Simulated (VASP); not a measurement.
# Sr: intraband terms of a metal's spectrum

Sr, I4_1/amd (no. 141), 2 atoms in the cell. PBE, independent-particle dielectric function; PAW potentials Sr_sv (PBE set).

## Input

INCAR.step1:
```
SYSTEM = Sr
PREC = Accurate
ENCUT = 270
ISMEAR = 1
SIGMA = 0.1
EDIFF = 1E-7
LASPH = .TRUE.
KPAR = 4
LWAVE = .FALSE.
LCHARG = .TRUE.
LMAXMIX = 4
```

INCAR.step2:
```
SYSTEM = Sr
PREC = Accurate
ENCUT = 270
ISMEAR = 0
SIGMA = 0.3
EDIFF = 1E-6
LASPH = .TRUE.
KPAR = 4
LWAVE = .TRUE.
LCHARG = .FALSE.
LMAXMIX = 4
ICHARG = 11
NBANDS = 28
NEDOS = 3000
OMEGAMAX = 30
CSHIFT = 0.1
```

INCAR.step3, as INCAR.step2 but for:
```
- LWAVE = .TRUE.
+ LWAVE = .FALSE.
+ LOPTICS = .TRUE.
+ ALGO = None
+ NELM = 1
+ ISTART = 1
```

INCAR.step4, as INCAR.step3 but for:
```
+ WPLASMAI = 0.03
```

INCAR.step5 to INCAR.step6 change the same tag again: WPLASMAI = 0.1, 0.3.

INCAR.step7, as INCAR.step6 but for:
```
- WPLASMAI = 0.3
+ RTIME = 5
```

INCAR.step8, as INCAR.step7 but for:
```
- RTIME = 5
+ RTIME = 40
```

INCAR.step9, as INCAR.step8 but for:
```
- RTIME = 40
+ LNABLA = .TRUE.
```

INCAR.step10, as INCAR.step9 but for:
```
- ISMEAR = 0
- LNABLA = .TRUE.
+ ISMEAR = -5
```

KPOINTS.step1:
```
k-points
0
Gamma
  8 8 8
```

KPOINTS.step2:
```
k-points
0
Gamma
  12 12 12
```

POSCAR:
```
Sr
1.0
   -3.7063582770      3.7063582770      2.0208764669
    3.7063582770     -3.7063582770      2.0208764669
    3.7063582770      3.7063582770     -2.0208764669
Sr
2
Direct
    0.0000000000      0.0000000000      0.0000000000
    0.7500000000      0.2500000000      0.5000000000
```

Commands (each step's output is kept before the next begins):
```
cat potpaw_PBE.64/Sr_sv/POTCAR > POTCAR
cp INCAR.step1 INCAR
cp KPOINTS.step1 KPOINTS
mpirun -np 4 vasp_std > vasp.out
cp INCAR.step2 INCAR
cp KPOINTS.step2 KPOINTS
mpirun -np 4 vasp_std > vasp.out
cp INCAR.step3 INCAR
mpirun -np 4 vasp_std > vasp.out
cp INCAR.step4 INCAR
mpirun -np 4 vasp_std > vasp.out
cp INCAR.step5 INCAR
mpirun -np 4 vasp_std > vasp.out
cp INCAR.step6 INCAR
mpirun -np 4 vasp_std > vasp.out
cp INCAR.step7 INCAR
mpirun -np 4 vasp_std > vasp.out
cp INCAR.step8 INCAR
mpirun -np 4 vasp_std > vasp.out
cp INCAR.step9 INCAR
mpirun -np 4 vasp_std > vasp.out
cp INCAR.step10 INCAR
mpirun -np 4 vasp_std > vasp.out
```

## Result

- Bands: 28

One ground state, settings moved in the last step alone:

| Settings | Plasma frequency (eV) | Im ε at 0.5 eV | Im ε at 1 eV | Im ε at 2 eV | Im ε at 4 eV | Time (s) |
|---|---|---|---|---|---|---|
| interband part alone | 2.97 | 33.8 | 21.0 | 5.3 | 2.1 | 17 |
| Drude term, WPLASMAI 0.03 | 2.97 | 35.9 | 21.2 | 5.3 | 2.1 | 16 |
| Drude term, WPLASMAI 0.1 | 2.97 | 40.6 | 21.8 | 5.4 | 2.1 | 14 |
| Drude term, WPLASMAI 0.3 | 2.97 | 49.3 | 23.4 | 5.6 | 2.2 | 16 |
| relaxation time RTIME 5 fs | 2.97 | 42.5 | 22.1 | 5.4 | 2.1 | 15 |
| relaxation time RTIME 40 fs | 2.97 | 34.9 | 21.1 | 5.3 | 2.1 | 13 |
| transversal form (LNABLA) | 2.95 | 33.2 | 20.6 | 5.2 | 2.1 | 11 |
| tetrahedron method | – | – | – | – | – | no result |

VASP 6.6.1 took 158 s on 4 cores (AMD EPYC 7R43 (Zen 3)), a shared host.
